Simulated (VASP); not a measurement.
Method: PBE GGA, VASP's PBE PAW potentials (set 64) (plane waves; VASP).

The input files of a VASP run:

**KPOINTS**
```
Automatic mesh
0
Gamma
  5 5 8
0 0 0
```

POSCAR:
```
MgF2
1
    4.4352355335     0.0000000000     0.0000000000
    0.0000000000     4.4352355335     0.0000000000
    0.0000000000     0.0000000000     2.9514694799
Mg F
2 4
Direct
  0.0000000000   0.0000000000   1.0000000000
  0.5000000000   0.5000000000   0.5000000000
  0.3013777239   0.3013777239   0.0000000000
  0.8013777239   0.1986222761   0.5000000000
  0.1986222761   0.8013777239   0.5000000000
  0.6986222761   0.6986222761   1.0000000000
```

**INCAR**
```
SYSTEM = MgF2
PREC = Accurate
ENCUT = 620
EDIFF = 1E-6
NELM = 100
ALGO = Normal
LREAL = .FALSE.
LASPH = .TRUE.
ISMEAR = 0
SIGMA = 0.05
GGA = PE
LWAVE = .FALSE.
LCHARG = .FALSE.
IBRION = 2
ISIF = 3
NSW = 40
EDIFFG = -0.02
PSTRESS = 200
```

POTCAR, in this order: Mg F (PBE.64 set). Program: vasp_std.

Output

File OUTCAR:
```
 ion  position               nearest neighbor table
   1  0.000  0.000  0.000-   3 1.89   6 1.89   5 1.93   4 1.93   4 1.93   5 1.93   2 3.47   2 3.47
                             2 3.47   2 3.47   2 3.47   2 3.47   2 3.47   2 3.47
   2  0.500  0.500  0.500-   4 1.89   5 1.89   3 1.93   6 1.93   3 1.93   6 1.93   1 3.47   1 3.47
                             1 3.47   1 3.47   1 3.47   1 3.47   1 3.47   1 3.47
   3  0.301  0.301  0.000-   1 1.89   2 1.93   2 1.93
   4  0.801  0.199  0.500-   2 1.89   1 1.93   1 1.93
   5  0.199  0.801  0.500-   2 1.89   1 1.93   1 1.93
   6  0.699  0.699  0.000-   1 1.89   2 1.93   2 1.93
  LATTYP: Found a simple tetragonal cell.
 ALAT       =     4.4352355335
 C/A-ratio  =     0.6654594683
 Subroutine PRICEL returns:
 Original cell was already a primitive cell.
 Subroutine GETGRP returns: Found 16 space group operations
The static configuration has the point symmetry D_2h.
 The point group associated with its full space group is D_4h.
The dynamic configuration has the point symmetry D_2h.
 Subroutine INISYM returns: Found 16 space group operations
 Subroutine IBZKPT returns following result:
 Found     30 irreducible k-points:

 Following reciprocal coordinates:
            Coordinates               Weight
  0.000000  0.000000  0.000000      1.000000
  0.200000  0.000000  0.000000      4.000000
  0.400000  0.000000  0.000000      4.000000
  0.200000  0.200000  0.000000      4.000000
  0.400000  0.200000  0.000000      8.000000
  0.400000  0.400000  0.000000      4.000000
  0.000000  0.000000  0.125000      2.000000
  0.200000  0.000000  0.125000      8.000000
  0.400000  0.000000  0.125000      8.000000
  0.200000  0.200000  0.125000      8.000000
  0.400000  0.200000  0.125000     16.000000
  0.400000  0.400000  0.125000      8.000000
  0.000000  0.000000  0.250000      2.000000
  0.200000  0.000000  0.250000      8.000000
  0.400000  0.000000  0.250000      8.000000
  0.200000  0.200000  0.250000      8.000000
...
```

### OSZICAR
```
       N       E                     dE             d eps       ncg     rms          rms(c)
DAV:   1     0.229919646174E+03    0.22992E+03   -0.20568E+04  1248   0.175E+03
DAV:   2    -0.229506695142E+02   -0.25287E+03   -0.24536E+03  1644   0.371E+02
DAV:   3    -0.335357506475E+02   -0.10585E+02   -0.10555E+02  1420   0.769E+01
DAV:   4    -0.336078009782E+02   -0.72050E-01   -0.72037E-01  1376   0.718E+00
DAV:   5    -0.336081993004E+02   -0.39832E-03   -0.39831E-03  1384   0.556E-01    0.102E+01
DAV:   6    -0.309515422737E+02    0.26567E+01   -0.10623E+01  1372   0.258E+01    0.292E+00
DAV:   7    -0.309722142453E+02   -0.20672E-01   -0.14419E-01  1320   0.276E+00    0.188E+00
DAV:   8    -0.310033412103E+02   -0.31127E-01   -0.44648E-02  1324   0.262E+00    0.184E-01
DAV:   9    -0.310038328862E+02   -0.49168E-03   -0.34254E-03  1412   0.462E-01    0.703E-02
DAV:  10    -0.310040989371E+02   -0.26605E-03   -0.23792E-04  1312   0.143E-01    0.186E-02
DAV:  11    -0.310040969893E+02    0.19478E-05   -0.37023E-05  1412   0.506E-02    0.510E-03
DAV:  12    -0.310040972639E+02   -0.27459E-06   -0.56309E-06  1364   0.201E-02
   1 F= -.23756550E+02 E0= -.23756550E+02  d E =-.237565E+02
```

**OUTCAR**
```
------------------------ aborting loop because EDIFF is reached ----------------------------------------
  FORCE on cell =-STRESS in cart. coord.  units (eV):
  Direction    XX          YY          ZZ          XY          YZ          ZX
  --------------------------------------------------------------------------------------
  Total        7.2007964      7.2007964      7.2314957      0.0000000      0.0000000      0.0000000
  in kB      198.7098710    198.7098710    199.5570356      0.0000000      0.0000000      0.0000000
  external PRESSURE =      -1.0077408 kB  Pullay stress =     200.0000000 kB
  volume of cell :       58.06
      direct lattice vectors                 reciprocal lattice vectors
     4.435235534  0.000000000  0.000000000     0.225467169  0.000000000  0.000000000
     0.000000000  4.435235534  0.000000000     0.000000000  0.225467169  0.000000000
     0.000000000  0.000000000  2.951469480     0.000000000  0.000000000  0.338814278
 POSITION                                       TOTAL-FORCE (eV/Angst)
 -----------------------------------------------------------------------------------
      0.00000      0.00000      0.00000         0.000000      0.000000      0.000000
      2.21762      2.21762      1.47573         0.000000      0.000000      0.000000
      1.33668      1.33668      0.00000         0.002587      0.002587     -0.000000
      3.55430      0.88094      1.47573         0.002587     -0.002587      0.000000
      0.88094      3.55430      1.47573        -0.002587      0.002587      0.000000
      3.09855      3.09855      0.00000        -0.002587     -0.002587      0.000000
 -----------------------------------------------------------------------------------
    total drift:                                0.000000      0.000000     -0.000000
  FREE ENERGIE OF THE ION-ELECTRON SYSTEM (eV)
  ---------------------------------------------------
  free  energy   TOTEN  =       -31.0040972639 eV

  energy  without entropy=      -31.0040972639  energy(sigma->0) =      -31.00409726
  enthalpy is  TOTEN    =       -23.7565495031 eV   P V=        7.2475477608

 reached required accuracy - stopping structural energy minimisation
```
(Selected blocks of OUTCAR.)

The compound is MgF2 in the rutile structure. It was relaxed first under an external pressure of 20 GPa.
